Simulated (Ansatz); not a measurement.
Ga: pressure against volume, fitted

```
CELL_PARAMETERS angstrom
1.38300 -4.02650 0.00000
1.38300 4.02650 0.00000
-0.11745 0.00000 3.32993
ATOMIC_POSITIONS crystal
Ga 0.86900 0.13100 0.25000
Ga 0.13100 0.86900 0.75000
```

Atom numbers follow the list: Ga1, Ga2.

The structure is an experimental refinement, used without relaxation.

All numbers below come from DFT, PBE, all-electron LAPW, scalar-relativistic in Ansatz 0.2.0.

Sampling and basis: a Γ-centred 14×14×11 k mesh, Fermi–Dirac smearing of 0.03 eV, basis error target 0.5 meV/atom, no spin polarisation.

The cell is scaled evenly. Fractional coordinates are held (clamped ions).

| V (Å³/atom) | P (GPa) |
| --- | --- |
| 17.431 | 5.98 |
| 17.616 | 5.18 |
| 17.801 | 4.42 |
| 18.080 | 3.35 |
| 18.172 | 3.01 |
| 18.358 | 2.36 |
| 18.543 | 1.76 |
| 18.729 | 1.19 |
| 18.914 | 0.66 |
| 19.007 | 0.41 |
| 19.285 | -0.29 |
| 19.656 | -1.14 |

Fit a third-order Birch–Murnaghan curve to the pressures.

P = (3B0/2)(y^(7/2) − y^(5/2))[1 + (3/4)(B0′ − 4)(y − 1)] with y = (V0/V)^(2/3) fits within 0.02 GPa for V0 = 19.166 Å³/atom, B0 = 48.8 GPa and B0′ = 5.45.

Predict the pressure at the withheld volume, 19.470 Å³/atom.

There y = 0.9896, so the fit gives -0.74 GPa; the run gave -0.73 GPa.
